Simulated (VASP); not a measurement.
Wanted: the native input for a VASP 6.6.1 run.

```yaml
Task: dielectric tensor
Functional: r2SCAN
Potentials_or_basis: VASP PAW PBE potentials, release 64 (Mg, O)
Cutoff: 520 eV
k_mesh: 9 × 9 × 6
Occupations: gaussian, width 0.02 eV
Spin: no spin polarisation
Further_INCAR_settings: ALGO = Normal; EDIFF = 1e-08
```

The structure of MgO lies in POSCAR:

```
MgO
1.0
    3.3004900000      0.0000000000      0.0000000000
   -1.6502500000      2.8583100000      0.0000000000
    0.0000000000      0.0000000000      5.0086300000
Mg O
2 2
Direct
    0.3333300000      0.6666700000      0.0034600000
    0.6666700000      0.3333300000      0.5034600000
    0.3333300000      0.6666700000      0.4011400000
    0.6666700000      0.3333300000      0.9011400000
```

Measurements of this composition are mostly on another form, of space group No. 225.

One way to write it, as run:

INCAR

```
PREC = Accurate ; ENCUT = 520
EDIFF = 1E-8 ; ISMEAR = 0
SIGMA = 0.02 ; LREAL = False
LASPH = True ; NELM = 100
ALGO = Normal ; ISIF = 2
LWAVE = False ; LCHARG = False
METAGGA = R2SCAN ; LMIXTAU = True
LCALCEPS = True
```

KPOINTS

```
Automatic mesh
0
Gamma
  9 9 6
```

Potentials or basis: VASP PAW PBE potentials, release 64 (Mg, O).

The run is started by

```console
$ cat potpaw_PBE.64/Mg/POTCAR potpaw_PBE.64/O/POTCAR > POTCAR
$ mpirun -np 1 vasp_std > vasp.out
```

Results of the run:

| Item | Value |
| --- | --- |
| Band gap on the k mesh | 4.16 eV, direct |
| Electronic dielectric tensor (diagonal) | 2.74, 2.74, 2.84 |
| Born charges (mean of the diagonal) | Mg +1.84; O -1.84 e |

Caveat: an odd mesh through Γ misses points on the zone boundary, where band edges often lie.

Run time: 110 min on 1 thread of Intel(R) Xeon(R) Platinum 8175M CPU @ 2.50GHz (Skylake/Cascade Lake), on a shared host, peak memory 0.68 GiB.
